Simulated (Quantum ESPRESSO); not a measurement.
A run of Quantum ESPRESSO 7.5:

Contents of pw.in:

```
&CONTROL
  calculation = 'scf'
  prefix = 'pwscf'
  outdir = './tmp'
  pseudo_dir = './pseudo'
  tprnfor = .true.
  tstress = .true.
  disk_io = 'nowf'
/
&SYSTEM
  ibrav = 0
  A = 3.11286151
  nat = 3
  ntyp = 2
  ecutwfc = 56
  ecutrho = 448
  nbnd = 26
  occupations = 'smearing'
  smearing = 'fd'
  degauss = 0.00367493
/
&ELECTRONS
  conv_thr = 6d-10
  electron_maxstep = 120
  mixing_beta = 0.3
/
ATOMIC_SPECIES
Ta   180.9479 ta_pbesol_v1.uspp.F.UPF
N     14.0070 n_pbesol_v1.2.uspp.F.UPF
CELL_PARAMETERS alat
   0.9999999987    0.0000000000    0.0000000000
  -0.4999999994    0.8660254027    0.0000000000
   0.0000000000    0.0000000000    1.5644258456
ATOMIC_POSITIONS alat
Ta     0.0000000000    0.5773502685    0.3984764716
Ta     0.4999999994    0.2886751342    1.1659493740
N      0.0000000000    0.0000000000    0.0000000000
K_POINTS automatic
10 10 6 0 0 0
HUBBARD {atomic}
U Ta-5d 5.0
```

Potentials or basis: GBRV 1.5 PBEsol.

Run with:

```sh
$ OMP_NUM_THREADS=1 mpirun -n 2 pw.x -nk 2 -in pw.in > pw.out
```

Hardware: 2 MPI ranks on Arm Neoverse V1 (shared host).

Problem. Estimate the wall time of this run.

Solution. Run time: 46 s on 2 MPI ranks on Arm Neoverse V1, with other jobs on the host, peak memory 0.48 GiB a rank. Counts: scf iterations 13, k pools 2, bands 26, k points 72, g dense 44067.
